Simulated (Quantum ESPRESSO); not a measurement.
# PtS2 in Quantum ESPRESSO: the effect of strain

PtS2:

```
Pt S
1.0
     3.40147    0.00000    0.00000
    -1.70074    3.06850    0.00000
     0.00000    0.00000    5.03880
Pt S
1 2
Direct
  0.00000 0.00000 0.00000
  0.66667 0.33333 0.77300
  0.33333 0.66667 0.22700
```

Alike in all runs:

* Program: Quantum ESPRESSO 7.5
* Task: relaxation of the atoms
* Functional: PBEsol
* Potentials or basis: GBRV 1.5 PBEsol
* Cutoff: 612 eV
* Density cutoff: 4898 eV
* k mesh: 8 × 8 × 4
* Occupations: fermi-dirac, width 0.05 eV
* Spin: no spin polarisation
* Kind of strain: uniaxial_x
* Mixing beta: 0.5
* Most SCF iterations: 120
* SCF threshold: 6e-10 Ry
* Most ionic steps: 40
* Forc conv thr: 0.0004 Ry/bohr
* Etot conv thr: 1e-05 Ry

Each run relaxes the cell or the atoms first.

Problem. One run gave: gap on the mesh 0.64 eV; pressure -0.6 GPa. Which strain did it use?
A. -0.02
B. -0.04
C. 0
D. 0.01
E. 0.02

Solution. D.

```csv
strain,gap on the mesh (eV),pressure (GPa)
-0.04,0.54,4.4
-0.02,0.62,2.3
-0.01,0.64,1.3
0,0.65,0.3
0.01,0.64,-0.6
0.02,0.63,-1.5
0.04,0.60,-3.2
```

Caveats: spin-orbit coupling is left out, which moves the levels of the heavy elements.

A k mesh can miss the band edges.
